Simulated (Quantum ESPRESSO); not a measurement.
**Cu: equation of state with r2SCAN**

The system is Cu.

```
CELL_PARAMETERS angstrom
-1.44279 1.44279 1.37608
1.44279 -1.44279 1.37608
1.44279 1.44279 -1.37608
ATOMIC_POSITIONS crystal
Cu 0.00000 0.00000 0.00000
```

This isn't the form of Cu at room conditions, which is fcc.

```
Program             : Quantum ESPRESSO 7.5
Task                : equation of state
Functional          : r2SCAN
Potentials or basis : SG15 PBE 1.2
Cutoff              : 1197 eV
Density cutoff      : 4789 eV
k mesh              : 8 × 8 × 8
Occupations         : fermi-dirac, width 0.05 eV
Spin                : no spin polarisation
```

```yaml
Equilibrium_volume: 11.58 Å³/atom
Bulk_modulus_at_fixed_shape_and_positions: 153 GPa
Pressure_derivative_of_the_bulk_modulus: 5.0
```

Energy against volume, from the lowest point:
```tsv
volume (Å³/atom)	energy (meV/atom)
10.771	30.30
11.000	14.60
11.229	4.74
11.458	0.07
11.687	0.00
11.916	4.03
12.146	11.69
```

All runs of the series together: 11 min on 2 threads of Arm Neoverse V1, with other jobs on the host.

Caveat: the k mesh is coarse (spacing up to 0.39 Å⁻¹), so the values aren't converged; the potentials were made for another functional, which shifts forces and pressure; the cell was scaled at fixed shape and fractional positions, which overstates the stiffness of a crystal with free parameters, most of all of layers and chains.
